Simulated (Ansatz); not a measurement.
Density of states of NiSb$_{2}$ (Pnnm, a = 5.204 Å, b = 6.306 Å, c = 3.864 Å, α = 90.00°, β = 90.00°, γ = 90.00°), in states per eV and primitive cell, averaged over bins of 0.4 eV. Computed with DFT r2SCAN, scalar-relativistic, plane waves, PAW (Ansatz 0.2.0).

Plane waves to 500 eV, a k mesh through Γ of 8×6×10 on the computed 6-atom cell and Gaussian smearing (0.10 eV); no spin polarisation.

The cell is relaxed at this level. The states (both spins) are summed by tetrahedra on a 12×9×15 mesh at the self-consistent density. Energies are bin centres; the table starts no lower than −8 eV and ends at 6 eV, or lower where the solved bands end.

It is a metal at this level.

```
E − E_F (eV) total Sb 5p Ni 3d Sb 5s Ni 4s
       -6.05   0.58   0.45   0.03   0.02   0.07
       -5.65   2.36   1.78   0.18   0.13   0.25
       -5.25   3.80   2.76   0.43   0.27   0.30
       -4.85   3.53   2.35   0.69   0.29   0.16
       -4.45   2.34   1.44   0.61   0.17   0.10
       -4.05   3.38   1.90   1.13   0.20   0.11
       -3.65   4.16   1.97   1.87   0.16   0.10
       -3.25   8.40   2.78   5.26   0.13   0.14
       -2.85   8.87   2.59   5.80   0.20   0.14
       -2.45  16.12   1.71  13.87   0.17   0.11
       -2.05  10.57   1.94   8.12   0.21   0.09
       -1.65   6.43   2.61   3.44   0.16   0.06
       -1.25   3.84   2.32   1.20   0.13   0.05
       -0.85   2.57   1.76   0.56   0.10   0.03
       -0.45   1.65   1.01   0.43   0.12   0.02
       -0.05   2.43   1.28   0.79   0.25   0.02
        0.35   2.37   1.28   0.72   0.27   0.02
        0.75   2.80   1.62   0.73   0.30   0.04
        1.15   2.79   1.78   0.61   0.23   0.05
        1.55   2.65   1.78   0.50   0.17   0.07
        1.95   3.11   2.22   0.50   0.15   0.06
        2.35   2.79   2.07   0.38   0.12   0.05
        2.75   2.44   1.83   0.27   0.09   0.06
        3.15   3.22   2.44   0.28   0.09   0.13
        3.55   2.79   2.19   0.19   0.08   0.08
        3.95   2.41   1.82   0.13   0.07   0.12
        4.35   1.86   1.31   0.08   0.04   0.16
        4.75   1.33   0.46   0.03   0.04   0.34
        5.15   1.88   0.52   0.04   0.06   0.47
        5.55   2.24   0.47   0.03   0.08   0.54
```

The columns after the total are the Löwdin projections on the occupied valence shells of the potentials. The rest of the total lies in shells that are empty in the free atom, which aren't projected, and between the atoms.

Spin-orbit coupling is left out, which matters for the bands of heavy elements. Spin polarisation was left out, and a magnetic state may lie lower.

A ferromagnetic start lost its moments in a first run, so spin was left out; other magnetic orders weren't tried.

Cost: 1 run of about 8.4 core-minutes, on Arm Neoverse V1 (shared hosts).